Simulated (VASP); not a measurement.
# TiPt3 (Pm-3m) in VASP: a series of runs

One crystal, TiPt3, is run at these levels: LDA, PBE; tasks: relaxation of cell and atoms.

Program: VASP 6.6.1. These are calculated values, not measurements. Logs are shortened: lines on timing, memory, paths and dates and some standing lists are left out, and cuts for length are marked.

## (1) Starting point

The structure is cubic, space group Pm-3m (No. 221). Conventional cell: a = 3.877 Å, b = 3.877 Å, c = 3.877 Å, α = 90.00°, β = 90.00°, γ = 90.00°. Ti (site symmetry m-3m) is surrounded by 12 Pt at 2.74 Å. Pt (site symmetry 4/mmm) has 4 Ti at 2.74 Å and 8 Pt at 2.74 Å as nearest neighbours.

## (2) Relaxation of cell and atoms, LDA

The input, INCAR:

```
PREC = Accurate
ENCUT = 600
EDIFF = 1E-7
ISMEAR = 1
SIGMA = 0.1
LREAL = False
LASPH = True
NELM = 80
ALGO = Normal
ISIF = 3
LWAVE = False
LCHARG = False
IBRION = 2
NSW = 90
EDIFFG = -0.005
```

The input, KPOINTS:

```
Automatic mesh
0
Gamma
  10 10 10
```

The input, POSCAR:

```
TiPt3                                   
1.0
    3.8771874905     -0.0000000000     -0.0000000000
   -0.0000000000      3.8771874905     -0.0000000000
   -0.0000000000      0.0000000000      3.8771874905
  Ti              Pt            
     1     3
Direct
     0.0000000000000000    0.0000000000000000    0.0000000000000000
     0.0000000000000000    0.5000000000000000    0.5000000000000000
     0.5000000000000000    0.0000000000000000    0.5000000000000000
     0.5000000000000000    0.5000000000000000    0.0000000000000000
```

Potentials or basis: VASP PAW LDA potentials, release 64 (Ti_sv, Pt).

The run is started by

```sh
cat potpaw_LDA.64/Ti_sv/POTCAR potpaw_LDA.64/Pt/POTCAR > POTCAR
mpirun -np 1 vasp_std > vasp.out
```

OUTCAR:

```text
PREC = Accurate
   ENCUT = 600
   EDIFF = 1E-7
   ISMEAR = 1
   LREAL = False
   LASPH = True
   NELM = 80
   ISIF = 3
   IBRION = 2
   NSW = 90
   EDIFFG = -0.005

 ion  position               nearest neighbor table
   1  0.000  0.000  0.000-   2 2.74   3 2.74   4 2.74   2 2.74   3 2.74   2 2.74   4 2.74   2 2.74
                             3 2.74   4 2.74   3 2.74   4 2.74
   2  0.000  0.500  0.500-   1 2.74   3 2.74   4 2.74   1 2.74   4 2.74   1 2.74   3 2.74   1 2.74
                             3 2.74   4 2.74   4 2.74   3 2.74
   3  0.500  0.000  0.500-   1 2.74   2 2.74   4 2.74   1 2.74   4 2.74   2 2.74   4 2.74   4 2.74
                             1 2.74   2 2.74   1 2.74   2 2.74
   4  0.500  0.500  0.000-   1 2.74   2 2.74   3 2.74   2 2.74   3 2.74   1 2.74   3 2.74   3 2.74
                             1 2.74   2 2.74   2 2.74   1 2.74

  LATTYP: Found a simple cubic cell.
 ALAT       =     3.8771874905

  Lattice vectors:

 A1 = (   3.8771874905,   0.0000000000,   0.0000000000)
 A2 = (   0.0000000000,   3.8771874905,   0.0000000000)
 A3 = (   0.0000000000,   0.0000000000,   3.8771874905)

Analysis of symmetry for initial positions (statically):
=====================================================================
 Subroutine PRICEL returns:
 Original cell was already a primitive cell.

 Routine SETGRP: Setting up the symmetry group for a
 simple cubic supercell.

 Subroutine GETGRP returns: Found 48 space group operations
 (whereof 48 operations were pure point group operations)
 out of a pool of 48 trial point group operations.

The static configuration has the point symmetry O_h .

Analysis of symmetry for dynamics (positions and initial velocities):
=====================================================================
 Subroutine PRICEL returns:
 Original cell was already a primitive cell.

 Routine SETGRP: Setting up the symmetry group for a
 simple cubic supercell.

 Subroutine GETGRP returns: Found 48 space group operations
 (whereof 48 operations were pure point group operations)
 out of a pool of 48 trial point group operations.

The dynamic configuration has the point symmetry O_h .

 Subroutine INISYM returns: Found 48 space group operations
 (whereof 48 operations are pure point group operations),
 and found     1 'primitive' translations

----------------------------------------------------------------------------------------

                                     Primitive cell

  volume of cell :      58.2841

  direct lattice vectors                    reciprocal lattice vectors
     3.877187490  0.000000000  0.000000000     0.257918917  0.000000000  0.000000000
     0.000000000  3.877187490  0.000000000     0.000000000  0.257918917  0.000000000
     0.000000000  0.000000000  3.877187490     0.000000000  0.000000000  0.257918917

  length of vectors
     3.877187490  3.877187490  3.877187490     0.257918917  0.257918917  0.257918917

  position of ions in fractional coordinates (direct lattice)
     0.000000000  0.000000000  0.000000000
     0.000000000  0.500000000  0.500000000
     0.500000000  0.000000000  0.500000000
     0.500000000  0.500000000  0.000000000

  ion indices of the primitive-cell ions
   primitive index   ion index
                 1           1
                 2           2
                 3           3
                 4           4

----------------------------------------------------------------------------------------

 KPOINTS: Automatic mesh

Automatic generation of k-mesh.
 Grid dimensions read from file:
 generate k-points for:   10   10   10

 Generating k-lattice:

  Cartesian coordinates                     Fractional coordinates (reciprocal lattice)
     0.025791892  0.000000000  0.000000000     0.100000000  0.000000000  0.000000000
     0.000000000  0.025791892  0.000000000     0.000000000  0.100000000  0.000000000
     0.000000000  0.000000000  0.025791892     0.000000000  0.000000000  0.100000000

  Length of vectors
     0.025791892  0.025791892  0.025791892

  Shift w.r.t. Gamma in fractional coordinates (k-lattice)
     0.000000000  0.000000000  0.000000000

 Subroutine IBZKPT returns following result:
 ===========================================

 Found     56 irreducible k-points:

 Following reciprocal coordinates:
            Coordinates               Weight
  0.000000  0.000000  0.000000      1.000000
  0.100000  0.000000  0.000000      6.000000
  0.200000  0.000000  0.000000      6.000000
  0.300000  0.000000  0.000000      6.000000
  0.400000  0.000000  0.000000      6.000000
  0.500000  0.000000  0.000000      3.000000
[... 16 lines left out ...]
  0.200000  0.100000  0.100000     24.000000
  0.300000  0.100000  0.100000     24.000000
 [... further k-points ...]
   k-points           NKPTS =     56   k-points in BZ     NKDIM =     56   number of bands    NBANDS=     25
   number of dos      NEDOS =    301   number of ions     NIONS =      4
   total plane-waves  NPLWV =  32768
   dimension x,y,z NGX =    32 NGY =   32 NGZ =   32
   dimension x,y,z NGXF=    64 NGYF=   64 NGZF=   64
   ions per type =               1   3
   NGX,Y,Z   is equivalent  to a cutoff of  13.72, 13.72, 13.72 a.u.
   NGXF,Y,Z  is equivalent  to a cutoff of  27.44, 27.44, 27.44 a.u.
 SYSTEM =  unknown system
   PREC   = accura    normal or accurate (medium, high low for compatibility)
   ISTART =      0    job   : 0-new  1-cont  2-samecut
   ICHARG =      2    charge: 1-file 2-atom 10-const
   ISPIN  =      1    spin polarized calculation?
   LNONCOLLINEAR =      F non collinear calculations
   LSORBIT =      F    spin-orbit coupling
   LASPH  =      T    aspherical Exc in radial PAW
   ENCUT  =  600.0 eV  44.10 Ry    6.64 a.u.   7.74  7.74  7.74*2*pi/ulx,y,z
   NELM   =     80;   NELMIN=  2; NELMDL= -5     # of ELM steps
   EDIFF  = 0.1E-06   stopping-criterion for ELM
   LREAL  =      F    real-space projection
   EDIFFG = -.5E-02   stopping-criterion for IOM
   NSW    =     90    number of steps for IOM
   IBRION =      2    ionic relax: 0-MD 1-quasi-New 2-CG
   NFREE  =      1    steps in history (QN), initial steepest desc. (CG)
   ISIF   =      3    stress and relaxation
   ISYM   =      2    0-nonsym 1-usesym 2-fastsym
   POTIM  = 0.5000    time-step for ionic-motion
   TEBEG  =    0.0;   TEEND  =   0.0 temperature during run
   PSTRESS=    0.0 pullay stress
   NELECT =      42.0000    total number of electrons
   NUPDOWN=      -1.0000    fix difference up-down
   EMIN   =  10.00;   EMAX   =-10.00  energy-range for DOS
   EFERMI =   0.00;   METHOD = LEGACY
   ISMEAR =     1;   SIGMA  =   0.10  broadening in eV -4-tet -1-fermi 0-gaus
   EFERMI_NEDOS =   21; number of points for ismear=-14 and -15
   IALGO  =     38    algorithm
   IMIX   =      4    mixing-type and parameters
     AMIX     =   0.40;   BMIX     =  1.00
     AMIX_MAG =   1.60;   BMIX_MAG =  1.00
  volume/ion in A,a.u.               =      14.57        98.33
  Fermi-wavevector in a.u.,A,eV,Ry     =   1.467713  2.773575 29.309416  2.154181
  Thomas-Fermi vector in A             =   2.583298
   LORBIT       =      0    0 simple, 1 ext, 2 COOP (PROOUT), +10 PAW based schemes
   GGA     = CA    functional components
   LHFCALC =     F    Hartree Fock is set to
   AEXX    =    0.0000 exact exchange contribution
   IVDW    =     0    specifies the selected vdW correction
   LEPSILON=     F    determine dielectric tensor
   LRPA    =     F    only Hartree local field effects (RPA)
 conjugate gradient relaxation of ions
 non-spin polarized calculation
 Methfessel and Paxton  Order N= 1 SIGMA  =   0.10
  energy-cutoff  :      600.00
  volume of cell :       58.28
 maximum number of plane-waves:      1960
 NGX is ok and might be reduce to    32
   NGX = 15   NGY = 15   NGZ = 15

--------------------------------------- Ionic step        1  -------------------------------------------

 number of electron      42.0000004 magnetization

 Free energy of the ion-electron system (eV)
  ---------------------------------------------------
  ext. energy  EPLUGINS =         0.00000000
  ---------------------------------------------------
  free energy    TOTEN  =       -34.63166874 eV

  energy without entropy =      -34.63214786  energy(sigma->0) =      -34.63182845

------------------------ aborting loop because EDIFF is reached ----------------------------------------

  FORCE on cell =-STRESS in cart. coord.  units (eV):
  Direction    XX          YY          ZZ          XY          YZ          ZX
  --------------------------------------------------------------------------------------
  -------------------------------------------------------------------------------------
  Total       -0.0288291     -0.0288291     -0.0288291      0.0000000      0.0000000      0.0000000
  in kB       -0.7924846     -0.7924846     -0.7924846      0.0000000      0.0000000      0.0000000
  external PRESSURE =      -0.7924846 kB  Pullay stress =       0.0000000 kB
[... 61 lines left out ...]
  energy  without entropy=      -34.6321396738  energy(sigma->0) =      -34.63180682

--------------------------------------- Ionic step        3  -------------------------------------------

 number of electron      42.0000004 magnetization

 Free energy of the ion-electron system (eV)
  ---------------------------------------------------
  ext. energy  EPLUGINS =         0.00000000
  ---------------------------------------------------
  free energy    TOTEN  =       -34.63167211 eV

  energy without entropy =      -34.63215596  energy(sigma->0) =      -34.63183339

 E-fermi :  12.0119     XC(G=0): -13.5939

 val. band max:       11.9700796719   @ k =   0.5000   0.1000   0.0000
 cond. band min:      12.0263075557   @ k =   0.4000   0.1000   0.1000
 fundamental gap:      0.0562278837
 Fermi energy:        12.0118774440

 k-point     1 :       0.0000    0.0000    0.0000
  band No.  band energies     occupation
      1     -45.4565      2.00000
      2     -22.0706      2.00000
      3     -22.0706      2.00000
      4     -22.0706      2.00000
      5       1.6181      2.00000
      6       4.3927      2.00000
[... 661 lines left out ...]
     24      13.0271     -0.00000
     25      13.1513     -0.00000

 [... further k-points ...]

------------------------ aborting loop because EDIFF is reached ----------------------------------------

  FORCE on cell =-STRESS in cart. coord.  units (eV):
  Direction    XX          YY          ZZ          XY          YZ          ZX
  --------------------------------------------------------------------------------------
  -------------------------------------------------------------------------------------
  Total        0.0026347      0.0026347      0.0026347      0.0000000      0.0000000      0.0000000
  in kB        0.0724440      0.0724440      0.0724440      0.0000000      0.0000000      0.0000000
  external PRESSURE =       0.0724440 kB  Pullay stress =       0.0000000 kB
[... 19 lines left out ...]
  FREE ENERGIE OF THE ION-ELECTRON SYSTEM (eV)
  ---------------------------------------------------
  free  energy   TOTEN  =       -34.6316721062 eV

  energy  without entropy=      -34.6321559571  energy(sigma->0) =      -34.63183339

 reached required accuracy - stopping structural energy minimisation
```

Run time: 61 s. Hardware: 1 thread of Intel Xeon 6975P-C (Granite Rapids), shared host; peak memory 0.22 GiB.

Results:

| Property | Result |
| --- | --- |
| Free energy | -34.6317 eV |
| Relaxed volume | 14.57 Å³/atom |
| Relaxed cell | a = 3.877 Å, b = 3.877 Å, c = 3.877 Å, α = 90.00°, β = 90.00°, γ = 90.00° |
| Space group after relaxing (to 0.05 Å) | Pm-3m (No. 221) |
| Energy gained by relaxing | 0.0 meV/atom |
| Ionic steps | 3 |
| Pressure after relaxing | 0.0 GPa |
| Band gap on the k mesh | none (metal or under the smearing width) |

Final structure:
```
Ti Pt
1.0
     3.87687    0.00000    0.00000
     0.00000    3.87687    0.00000
     0.00000    0.00000    3.87687
Ti Pt
1 3
Direct
  0.00000 0.00000 0.00000
  0.00000 0.50000 0.50000
  0.50000 0.00000 0.50000
  0.50000 0.50000 0.00000
```

## (3) Relaxation of cell and atoms, PBE

This run uses another cell than the first one, of 14.80 Å³/atom, 1.015 times its volume.

The input, INCAR:

```
SYSTEM = TiPt3
  ALGO = Normal
  EDIFF = 1E-6
  EDIFFG = -0.01
  ENCUT = 600
  GGA = PE
  IBRION = 2
  ISIF = 3
  ISMEAR = 1
  LASPH = .True.
  LCHARG = .False.
  LREAL = .False.
  LWAVE = .False.
  NELM = 80
  NSW = 90
  PREC = Accurate
  SIGMA = 0.1
```

The input, KPOINTS:

```
k-points
0
Gamma
  10 10 10
  0 0 0
```

The input, POSCAR:

```
TiPt3
1.0
    3.8970000000      0.0000000000      0.0000000000
    0.0000000000      3.8970000000      0.0000000000
    0.0000000000      0.0000000000      3.8970000000
Ti Pt
1 3
Direct
    0.0000000000      0.0000000000      0.0000000000
    0.0000000000      0.5000000000      0.5000000000
    0.5000000000      0.0000000000      0.5000000000
    0.5000000000      0.5000000000      0.0000000000
```

Potentials or basis: VASP PAW PBE potentials, release 64 (Ti_sv, Pt).

The run is started by

```sh
cat potpaw_PBE.64/Ti_sv/POTCAR potpaw_PBE.64/Pt/POTCAR > POTCAR
mpirun -np 1 vasp_std > vasp.out
```

Run time: 3.3 min. Hardware: 1 thread of Intel Xeon Platinum 8488C (Sapphire Rapids), shared host; peak memory 0.25 GiB.

The run converged. Its results:

```yaml
Free_energy: -29.5561 eV
Relaxed_volume: 15.37 Å³/atom
Relaxed_cell: a = 3.946 Å, b = 3.946 Å, c = 3.946 Å, α = 90.00°, β = 90.00°, γ = 90.00°
Space_group_after_relaxing_to_0.05_Å: Pm-3m (No. 221)
Energy_gained_by_relaxing: 16.8 meV/atom
Ionic_steps: 4
Pressure_after_relaxing: 0.0 GPa
Band_gap_on_the_k_mesh: none (metal or under the smearing width)
```

Step by step:
| step | energy change (eV) | largest force (eV/Å) | pressure (GPa) | volume (Å³) |
| --- | --- | --- | --- | --- |
| 1 | 0.0000 | 0.0000 | 9.81 | 59.18 |
| 2 | 0.2718 | 0.0000 | -16.99 | 67.28 |
| 3 | -0.0670 | 0.0000 | -0.30 | 61.54 |
| 4 | -0.0671 | 0.0000 | -0.04 | 61.46 |

Final structure:
```yaml
crystal:
  lattice:
    - [3.94647, 0.00000, 0.00000]
    - [0.00000, 3.94647, 0.00000]
    - [0.00000, 0.00000, 3.94647]
  atoms:
    - { symbol: Ti, position: [0.00000, 0.00000, 0.00000] }
    - { symbol: Pt, position: [0.00000, 0.50000, 0.50000] }
    - { symbol: Pt, position: [0.50000, 0.00000, 0.50000] }
    - { symbol: Pt, position: [0.50000, 0.50000, 0.00000] }
```

Levels at points of the mesh, in eV from the Fermi level:
```csv
k point,band 19,band 20,band 21,band 22,band 23,band 24
"(0.00, 0.00, 0.00)",0.00,0.00,1.29,1.29,1.59,1.59
"(0.50, 0.00, 0.00)",-2.50,-1.34,-0.20,-0.20,0.00,0.44
"(0.50, 0.50, 0.00)",-2.32,-2.22,-2.16,0.19,0.19,0.35
"(0.50, 0.50, 0.50)",-0.63,-0.63,-0.47,-0.47,-0.47,1.11
```

The run has no spin-orbit coupling, so splittings on Pt are missing. PBE usually gives volumes a little too large and moduli too small.
